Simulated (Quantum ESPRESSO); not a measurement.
# KCl (Sylvite) (Fm-3m) in Quantum ESPRESSO: notebook, part 4 of 4

Quantum ESPRESSO 7.5. Earlier steps stand in the parts before.

## Step 6: Phonons, PBE

The input, pw.in:

```
&CONTROL
  calculation = 'scf'
  prefix = 'pwscf'
  outdir = './tmp'
  pseudo_dir = './pseudo'
  tprnfor = .true.
  tstress = .true.
  disk_io = 'low'
/
&SYSTEM
  ibrav = 0
  nat = 2
  ntyp = 2
  ecutwfc = 70
  nbnd = 14
  occupations = 'smearing'
  smearing = 'fd'
  degauss = 0.00367493
/
&ELECTRONS
  conv_thr = 4d-10
  electron_maxstep = 120
  mixing_beta = 0.5
/
ATOMIC_SPECIES
K     39.0983 K_ONCV_PBE-1.2.upf
Cl    35.4500 Cl_ONCV_PBE-1.2.upf
CELL_PARAMETERS angstrom
   0.0000000000    3.1464700000    3.1464700000
   3.1464700000    0.0000000000    3.1464700000
   3.1464700000    3.1464700000    0.0000000000
ATOMIC_POSITIONS crystal
K      0.0000000000    0.0000000000    0.0000000000
Cl     0.5000000000    0.5000000000    0.5000000000
K_POINTS automatic
4 4 4 1 1 1
```

The input, scf2.in:

```
&CONTROL
  calculation = 'scf'
  prefix = 'pwscf'
  outdir = './tmp'
  pseudo_dir = './pseudo'
  tprnfor = .true.
  tstress = .true.
  disk_io = 'low'
/
&SYSTEM
  ibrav = 0
  nat = 2
  ntyp = 2
  ecutwfc = 70
  nbnd = 14
  occupations = 'fixed'
/
&ELECTRONS
  conv_thr = 1d-13
  electron_maxstep = 120
  mixing_beta = 0.5
  startingpot = 'file'
  startingwfc = 'file'
/
ATOMIC_SPECIES
K     39.0983 K_ONCV_PBE-1.2.upf
Cl    35.4500 Cl_ONCV_PBE-1.2.upf
CELL_PARAMETERS angstrom
   0.0000000000    3.1464700000    3.1464700000
   3.1464700000    0.0000000000    3.1464700000
   3.1464700000    3.1464700000    0.0000000000
ATOMIC_POSITIONS crystal
K      0.0000000000    0.0000000000    0.0000000000
Cl     0.5000000000    0.5000000000    0.5000000000
K_POINTS automatic
4 4 4 1 1 1
```

The input, ph.in:

```
phonons of KCl
&INPUTPH
  prefix = 'pwscf'
  outdir = './tmp'
  tr2_ph = 1d-18
  fildyn = 'dyn'
  niter_ph = 90
  alpha_mix(1) = 0.7
  epsil = .true.
/
0.0000000000 0.0000000000 0.0000000000
```

The input, dynmat.in:

```
&INPUT
  fildyn = 'dyn'
  asr = 'crystal'
  lperm = .true.
  filout = 'dynmat.disp'
  fileig = 'dynmat.eig'
/
```

The input, dynmat_lo.in:

```
&INPUT
  fildyn = 'dyn'
  asr = 'crystal'
  filout = 'dynmat_lo.disp'
  fileig = 'dynmat_lo.eig'
  q(1) = 0
  q(2) = 0
  q(3) = 1
/
```

Potentials or basis: SG15 PBE 1.2.

Started as:

```
> OMP_NUM_THREADS=1 pw.x -in pw.in > pw.out
> OMP_NUM_THREADS=1 pw.x -in scf2.in > scf2.out
> OMP_NUM_THREADS=1 ph.x -in ph.in > ph.out
> OMP_NUM_THREADS=1 dynmat.x -in dynmat.in > dynmat.out
> OMP_NUM_THREADS=1 dynmat.x -in dynmat_lo.in > dynmat_lo.out
```

pw.out:

```text
This program is part of the open-source Quantum ESPRESSO suite
     for quantum simulation of materials; please cite
[... 9 lines left out ...]
     --------------------
     sticks:   dense  smooth     PW     G-vecs:    dense   smooth      PW
     Sum        1369    1369    397                33319    33319    5161

     Using Slab Decomposition

     bravais-lattice index     =            0
     lattice parameter (alat)  =       8.4089  a.u.
     unit-cell volume          =     420.4336 (a.u.)^3
     number of atoms/cell      =            2
     number of atomic types    =            2
     number of electrons       =        16.00
     number of Kohn-Sham states=           14
     kinetic-energy cutoff     =      70.0000  Ry
     charge density cutoff     =     280.0000  Ry
     scf convergence threshold =      4.0E-10
     mixing beta               =       0.5000
     number of iterations used =            8  plain     mixing
     Exchange-correlation= PBE
                           (   1   4   3   4   0   0   0)

     celldm(1)=   8.408867  celldm(2)=   0.000000  celldm(3)=   0.000000
     celldm(4)=   0.000000  celldm(5)=   0.000000  celldm(6)=   0.000000

[... 8 lines left out ...]
               b(3) = (  0.707107  0.707107 -0.707107 )

     PseudoPot. # 1 for K  read from file:
     K_ONCV_PBE-1.2.upf
     Pseudo is Norm-conserving, Zval =  9.0
     Generated using ONCVPSP code by D. R. Hamann
     Using radial grid of  602 points,  6 beta functions with:
                l(1) =   0
                l(2) =   0
                l(3) =   1
                l(4) =   1
                l(5) =   2
                l(6) =   2

     PseudoPot. # 2 for Cl read from file:
     Cl_ONCV_PBE-1.2.upf
     Pseudo is Norm-conserving, Zval =  7.0
     Generated using ONCVPSP code by D. R. Hamann
     Using radial grid of  602 points,  4 beta functions with:
                l(1) =   0
                l(2) =   0
                l(3) =   1
                l(4) =   1

     atomic species   valence    mass     pseudopotential
     K                 9.00    39.09830     K ( 1.00)
     Cl                7.00    35.45000     Cl( 1.00)

     48 Sym. Ops., with inversion, found

   Cartesian axes

     site n.     atom                  positions (alat units)
         1        K      tau(   1) = (   0.0000000   0.0000000   0.0000000  )
         2        Cl     tau(   2) = (   0.7071068   0.7071068   0.7071068  )

     number of k points=    10  Fermi-Dirac smearing, width (Ry)=  0.0037
                       cart. coord. in units 2pi/alat
        k(    1) = (   0.0883883   0.0883883   0.0883883), wk =   0.0625000
        k(    2) = (   0.2651650   0.2651650  -0.0883883), wk =   0.1875000
        k(    3) = (  -0.2651650  -0.2651650   0.4419417), wk =   0.1875000
        k(    4) = (  -0.0883883  -0.0883883   0.2651650), wk =   0.1875000
        k(    5) = (   0.4419417   0.0883883   0.0883883), wk =   0.1875000
        k(    6) = (  -0.0883883  -0.4419417   0.6187184), wk =   0.3750000
        k(    7) = (   0.0883883  -0.2651650   0.4419417), wk =   0.3750000
        k(    8) = (  -0.6187184   0.0883883   0.0883883), wk =   0.1875000
        k(    9) = (   0.2651650   0.2651650   0.2651650), wk =   0.0625000
        k(   10) = (  -0.2651650  -0.2651650   0.7954951), wk =   0.1875000

     Dense  grid:    33319 G-vectors     FFT dimensions: (  45,  45,  45)

     Initial potential from superposition of free atoms

     starting charge      15.7305, renormalised to      16.0000
     Starting wfcs are random

     Self-consistent Calculation

     iteration #  1     ecut=    70.00 Ry     beta= 0.50
     Davidson diagonalization with overlap
     ethr =  1.00E-02,  avg # of iterations =  9.1

     Threshold (ethr) on eigenvalues was too large:
     Diagonalizing with lowered threshold

     Davidson diagonalization with overlap
     ethr =  3.84E-04,  avg # of iterations =  2.8

     total energy              =     -87.29219946 Ry
     estimated scf accuracy    <       0.06192814 Ry
[... 43 lines left out ...]
     iteration #  8     ecut=    70.00 Ry     beta= 0.50
     Davidson diagonalization with overlap
     ethr =  3.68E-12,  avg # of iterations =  4.1

     End of self-consistent calculation

          k = 0.0884 0.0884 0.0884 (  4165 PWs)   bands (ev):

   -26.3450 -11.2749  -9.8099  -9.8099  -9.7693   0.6584   0.7972   0.7972
     6.4159   9.1423   9.4554   9.4554  10.3516  10.3516

          k = 0.2652 0.2652-0.0884 (  4153 PWs)   bands (ev):

   -26.3390 -11.3605  -9.8377  -9.8108  -9.6490   0.1159   0.5990   0.6378
     7.8029   8.9246  10.1689  10.7481  10.9339  11.5749

          k =-0.2652-0.2652 0.4419 (  4164 PWs)   bands (ev):
[... 16 lines left out ...]
   -26.3332 -11.2609  -9.9033  -9.8719  -9.7237   0.2102   0.3948   0.5113
     8.3943   9.4086  10.3756  11.0024  11.9975  12.1779

          k = 0.0884-0.2652 0.4419 (  4155 PWs)   bands (ev):

   -26.3355 -11.3401  -9.8609  -9.8317  -9.6639   0.0407   0.5071   0.5543
     8.4962   8.8197  10.8826  11.1283  11.5238  11.9831

          k =-0.6187 0.0884 0.0884 (  4154 PWs)   bands (ev):

   -26.3333 -11.1948  -9.9197  -9.8573  -9.8230   0.1918   0.5382   0.6098
     7.6670   9.2485  10.7564  11.2319  11.4947  12.2631

          k = 0.2652 0.2652 0.2652 (  4176 PWs)   bands (ev):
[... 6 lines left out ...]
   -26.3341 -11.3303  -9.8862  -9.8305  -9.6658   0.0535   0.4149   0.5260
     8.6694   9.3598  10.6882  11.1732  11.3562  12.4568

     the Fermi energy is     3.0064 ev

!    total energy              =     -87.30635823 Ry
     estimated scf accuracy    <          1.2E-10 Ry
     smearing contrib. (-TS)   =       0.00000000 Ry
     internal energy E=F+TS    =     -87.30635823 Ry

     The total energy is F=E-TS. E is the sum of the following terms:
     one-electron contribution =     -31.36637627 Ry
     hartree contribution      =      20.30865967 Ry
     xc contribution           =     -14.58176158 Ry
     ewald contribution        =     -61.66688004 Ry

     convergence has been achieved in   8 iterations

     Forces acting on atoms (cartesian axes, Ry/au):

     atom    1 type  1   force =    -0.00000000   -0.00000000    0.00000000
     atom    2 type  2   force =     0.00000000    0.00000000   -0.00000000

     Total force =     0.000000     Total SCF correction =     0.000000

     Computing stress (Cartesian axis) and pressure

          total   stress  (Ry/bohr**3)                   (kbar)     P=        7.42
   0.00005043   0.00000000  -0.00000000            7.42        0.00       -0.00
   0.00000000   0.00005043   0.00000000            0.00        7.42        0.00
  -0.00000000   0.00000000   0.00005043           -0.00        0.00        7.42

=------------------------------------------------------------------------------=
   JOB DONE.
=------------------------------------------------------------------------------=
```

scf2.out:

```text
This program is part of the open-source Quantum ESPRESSO suite
     for quantum simulation of materials; please cite
[... 9 lines left out ...]
     --------------------
     sticks:   dense  smooth     PW     G-vecs:    dense   smooth      PW
     Sum        1369    1369    397                33319    33319    5161
[... 185 lines left out ...]
   0.00005045   0.00000000   0.00000000            7.42        0.00        0.00
   0.00000000   0.00005045  -0.00000000            0.00        7.42       -0.00
   0.00000000  -0.00000000   0.00005045            0.00       -0.00        7.42

=------------------------------------------------------------------------------=
   JOB DONE.
=------------------------------------------------------------------------------=
```

ph.out:

```text
This program is part of the open-source Quantum ESPRESSO suite
     for quantum simulation of materials; please cite
         "P. Giannozzi et al., J. Phys.:Condens. Matter 21 395502 (2009);
         "P. Giannozzi et al., J. Phys.:Condens. Matter 29 465901 (2017);
         "P. Giannozzi et al., J. Chem. Phys. 152 154105 (2020);
     in publications or presentations arising from this work. More details at

[... 289 lines left out ...]

     INITIALIZATION:

     DIELECTRIC CONSTANT AND EFFECTIVE CHARGES:

     DYNAMICAL MATRIX:

      Additional routines

=------------------------------------------------------------------------------=
   JOB DONE.
=------------------------------------------------------------------------------=
```

It took 92 s on 1 thread of Intel Xeon 6975P-C (Granite Rapids), shared host; peak memory 0.09 GiB.

Results:

* Free energy: -1187.8635 eV
* Pressure after relaxing: 0.7 GPa
* Electronic dielectric tensor (diagonal): 2.32
* Born charges (mean of the diagonal): K +1.13; Cl -1.13 e
* Highest phonon frequency at Γ, LO-TO splitting left out: 141 cm⁻¹
* Static dielectric tensor (diagonal): 5.03

Levels at points of the mesh, in eV from the valence-band top:
| k point | band 5 | band 6 | band 7 | band 8 | band 9 | band 10 | band 11 | band 12 |
| --- | --- | --- | --- | --- | --- | --- | --- | --- |
| (0.12, 0.12, 0.12) | -10.57 | -0.14 | 0.00 | 0.00 | 5.62 | 8.35 | 8.66 | 8.66 |

Phonon frequencies in cm⁻¹ (negative: imaginary):
```tsv
q point	frequencies
(0.000, 0.000, 0.000)	22 22 22 141 141 141
```

Electronic dielectric tensor:
```
2.32 0.00 0.00
0.00 2.32 0.00
0.00 0.00 2.32
```

Born effective charge tensors (e):
atom 1, K
```
1.13 0.00 0.00
0.00 1.13 0.00
0.00 0.00 1.13
```
atom 2, Cl
```
-1.13  0.00  0.00
 0.00 -1.13  0.00
 0.00  0.00 -1.13
```

Optical modes at Γ, degenerate ones joined, polar ones without the macroscopic field:
```tsv
cm⁻¹	components	symmetry	active in	IR intensity, summed ((D/Å)²/amu)
141	3	T1u	IR	4.72
```

Zone-centre frequencies without and with the macroscopic field along z (cm⁻¹):
|  | optical modes in rising order |
| --- | --- |
| without | 141 141 141 |
| with the field | 141 141 208 |

Static dielectric tensor, electrons and zone-centre modes:
```
5.03 0.00 0.00
0.00 5.03 0.00
0.00 0.00 5.03
```

Caveat: this potential file gives levels or pressures that part from those of other sets.

## Step 7: Summary

| level | potentials or basis | cell | cutoff (eV) | form of the LDA correlation | pressure (GPa) |
| --- | --- | --- | --- | --- | --- |
| LDA | PseudoDojo 0.4.1 SR LDA standard | relaxed to 15 GPa | 980 | PW92 | 15.0 |
| PBE | GBRV 1.5 PBE | relaxed | 612 | - | 0.6 |
| PBE | SPMS 1.0 PBE | relaxed | 912 | - | 0.7 |
| PBE | JTH 2.0 PBE | relaxed | 707 | - | 0.9 |
| PBE | SG15 PBE 1.2 | relaxed | 952 | - | 0.7 |

Alike in all rows: task phonons; no spin polarisation; k mesh 4 × 4 × 4, shifted; smearing fermi-dirac 0.05 eV.

Caveats: the cell is more than 3 GPa from zero pressure, which shifts response properties (some runs); this potential file gives levels or pressures that part from those of other sets (some runs).

Absolute energies hang on the potentials; compare differences alone.

## Step 8: Against experiment

Step 3. Measured high-frequency dielectric constant of KCl: 2.19 (80 K; a printed reference work, textbook). This calculation gives 2.32 (+6.0 %).

Step 4. Measured high-frequency dielectric constant of KCl: 2.19 (80 K; a printed reference work, textbook). This calculation gives 2.33 (+6.4 %).

Step 5. A measured high-frequency dielectric constant of KCl is 2.19 (80 K; a printed reference work, textbook); the calculated 2.32 misses it by +6.1 %.

Step 6. A measured high-frequency dielectric constant of KCl is 2.19 (80 K; a printed reference work, textbook); the calculated 2.32 misses it by +6.0 %.
